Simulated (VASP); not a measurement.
Output of a VASP run:

**OSZICAR**
```
       N       E                     dE             d eps       ncg     rms          rms(c)
DAV:   1     0.158450613081E+03    0.15845E+03   -0.13001E+04   512   0.138E+03
DAV:   2    -0.115518451640E+02   -0.17000E+03   -0.16583E+03   680   0.288E+02
DAV:   3    -0.180789097204E+02   -0.65271E+01   -0.65208E+01   672   0.659E+01
DAV:   4    -0.181973838340E+02   -0.11847E+00   -0.11846E+00   688   0.733E+00
DAV:   5    -0.182008690134E+02   -0.34852E-02   -0.34852E-02   712   0.876E-01    0.846E+00
DAV:   6    -0.163242047378E+02    0.18767E+01   -0.10481E+01   512   0.244E+01    0.398E+00
DAV:   7    -0.163419488206E+02   -0.17744E-01   -0.36563E-01   648   0.552E+00    0.201E+00
DAV:   8    -0.163939542690E+02   -0.52005E-01   -0.79083E-02   616   0.331E+00    0.280E-01
DAV:   9    -0.164105076767E+02   -0.16553E-01   -0.20294E-02   624   0.109E+00    0.163E-01
DAV:  10    -0.164151557782E+02   -0.46481E-02   -0.66718E-03   544   0.592E-01    0.361E-02
DAV:  11    -0.164151638995E+02   -0.81214E-05   -0.22697E-04   696   0.134E-01    0.137E-02
DAV:  12    -0.164152184295E+02   -0.54530E-04   -0.71310E-05   512   0.728E-02    0.581E-03
DAV:  13    -0.164152185986E+02   -0.16908E-06   -0.17263E-06   680   0.913E-03    0.274E-03
DAV:  14    -0.164152198738E+02   -0.12751E-05   -0.12988E-06   512   0.108E-02    0.940E-04
DAV:  15    -0.164152199776E+02   -0.10389E-06   -0.18274E-07   544   0.308E-03    0.311E-04
DAV:  16    -0.164152199282E+02    0.49483E-07   -0.25075E-08   392   0.149E-03
   1 F= -.16415220E+02 E0= -.16415220E+02  d E =-.653679E-20
```

**OUTCAR**
```
------------------------ aborting loop because EDIFF is reached ----------------------------------------
  FORCE on cell =-STRESS in cart. coord.  units (eV):
  Direction    XX          YY          ZZ          XY          YZ          ZX
  --------------------------------------------------------------------------------------
  Total       -0.0153855     -0.0153855     -0.0153855      0.0000000      0.0000000      0.0000000
  in kB       -0.3819436     -0.3819436     -0.3819436      0.0000000      0.0000000      0.0000000
  external PRESSURE =      -0.3819436 kB  Pullay stress =       0.0000000 kB
  volume of cell :       64.54
      direct lattice vectors                 reciprocal lattice vectors
     0.000000000  3.183693082  3.183693082    -0.157050315  0.157050315  0.157050315
     3.183693082  0.000000000  3.183693082     0.157050315 -0.157050315  0.157050315
     3.183693082  3.183693082  0.000000000     0.157050315  0.157050315 -0.157050315
 POSITION                                       TOTAL-FORCE (eV/Angst)
 -----------------------------------------------------------------------------------
      0.00000      0.00000      0.00000         0.000000      0.000000     -0.000000
      1.59185      1.59185      1.59185         0.000000      0.000000      0.000000
      4.77554      4.77554      4.77554        -0.000000     -0.000000     -0.000000
 -----------------------------------------------------------------------------------
    total drift:                                0.000000      0.000000      0.000000
  FREE ENERGIE OF THE ION-ELECTRON SYSTEM (eV)
  ---------------------------------------------------
  free  energy   TOTEN  =       -16.4152199282 eV

  energy  without entropy=      -16.4152199282  energy(sigma->0) =      -16.41521993
```
(Selected blocks of OUTCAR.)

File POSCAR:
```
BaF2
1
    0.0000000000     3.1836930821     3.1836930821
    3.1836930821     0.0000000000     3.1836930821
    3.1836930821     3.1836930821     0.0000000000
Ba F
1 2
Direct
  0.0000000000   0.0000000000   0.0000000000
  0.2500000000   0.2500000000   0.2500000000
  0.7500000000   0.7500000000   0.7500000000
```

Write an INCAR and KPOINTS that could have produced this output.

This is not unique; one that fits is the input of the run itself, revPBE GGA, plane waves, VASP's PBE PAW potentials (set 64).

**INCAR**
```
ALGO=Normal
LASPH=T   ! aspherical one-centre terms
ENCUT=520
LMAXMIX=4   ! l cut-off of mixed one-centre charges
GGA=RE
ISIF=2   ! forces and stress, cell fixed
LWAVE=F
EDIFF=1E-7
LCHARG=F
SIGMA=0.05   ! width (eV)
SYSTEM=BaF2
NELM=100
PREC=Accurate
ISMEAR=0   ! Gaussian
LREAL=F
```

### KPOINTS
```
K-points
0
G
 6 6 6
```

POTCAR, in this order: Ba_sv F (PBE.64 set). Program: vasp_std.

The compound is BaF2 in the fluorite structure. It was relaxed first, which changed the volume by +8 %.
